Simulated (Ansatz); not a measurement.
Which YAML input does this script hand to the engine? (Ansatz's Python interface)

`coo.py`:
```python
import ansatz as az

system = (
    az.Lattice.of([1.60221984, 0.92504206, 5.13294178], [-1.60221984, 0.92504206, 5.13294178], [0.0, -1.85008411, 5.13294178])
    .atom("Co", [0.99948773, 0.99948773, 0.99948773])
    .atom("Co", [0.49949059, 0.49949059, 0.49949059])
    .atom("O", [0.37549553, 0.37549553, 0.37549553])
    .atom("O", [0.8755255, 0.8755255, 0.8755255])
    .moments(Co=1.8)
)

calculation = (
    system.calculation()
    .functional("pbesol")
    .hubbard("Co", "d", u_eff=6.0)
    .spin("collinear")
    .kpoints(9)
    .occupations("Marzari-Vanderbilt", width=0.15)
    .pseudopotentials("paw")
    .forces()
    .checkpoint(write="coo.run")
)
with az.exiting_at_sigterm():
    done = calculation.run(threads=1, pin="off", resume=True)
print("returned:", type(done).__name__)
print(f"F = {done.report['free_energy_ev']:.5f} eV, {done.report['n_iterations']} iterations")
```

```console
$ python coo.py
DeckWarning: basis.ecutwfc = 420 eV, auto-derived from the records' recommended cutoffs: set by Co (normal level)
RunWarning: the starting moments were not kept: 1 of 2 ended reversed and 1 kept their direction, counting a site from 0.1 μB. The largest reversed, site 1 (counted from 0, in the order of the report's site_moments_mub), started with +1.8 μB and closes at -2.4e0 μB in its sphere. The net magnetisation is 5.1e-13 μB in size, at most 0.1 of the 3.6 μB that the starting moments add up to as vectors. The SCF closed on another magnetic arrangement than the starting moments describe; that does not [...]
returned: RunOutcome
F = -11302.06345 eV, 27 iterations
```
(Warnings from the package without file and line, shortened.)

```console
$ python coo.py
DeckWarning: basis.ecutwfc = 420 eV, auto-derived from the records' recommended cutoffs: set by Co (normal level)
returned: CompletedStep
F = -11302.06345 eV, 27 iterations
```
(Warnings from the package without file and line.)

`input.yaml`:
```yaml
crystal:
  lattice:
    - [1.60221984, 0.92504206, 5.13294178]
    - [-1.60221984, 0.92504206, 5.13294178]
    - [0.0, -1.85008411, 5.13294178]
  atoms:
    - { symbol: Co, position: [0.99948773, 0.99948773, 0.99948773] }
    - { symbol: Co, position: [0.49949059, 0.49949059, 0.49949059] }
    - { symbol: O, position: [0.37549553, 0.37549553, 0.37549553] }
    - { symbol: O, position: [0.8755255, 0.8755255, 0.8755255] }
kpoints:
  mp_grid:
    grid: [9, 9, 9]
hamiltonian:
  xc: pbesol
  pseudopotentials:
    kind: paw
  hubbard:
    - { species: Co, l: d, u_eff: 6.0 }
magnetization:
  spin_polarized: true
  per_species:
    Co: 1.8
scf:
  occupations:
    method: cold
    width: 0.15
output:
  forces: true
checkpoint:
  write: coo.run
```

Absolute energies stand on the zero of these potentials, so only differences at equal settings mean something. A total without «per atom» is that of the cell as typed. The SCF didn't keep the moments it started from (some shrank, vanished or turned); what is printed is the state reached. This cell is a computed structure, which may not be the phase found in nature. Wall time of the script: 82 s on 1 thread of Arm Neoverse V1, with other jobs on the host, peak memory 0.61 GiB.

(Lines on the test bed's own set-up are left out of the output.)
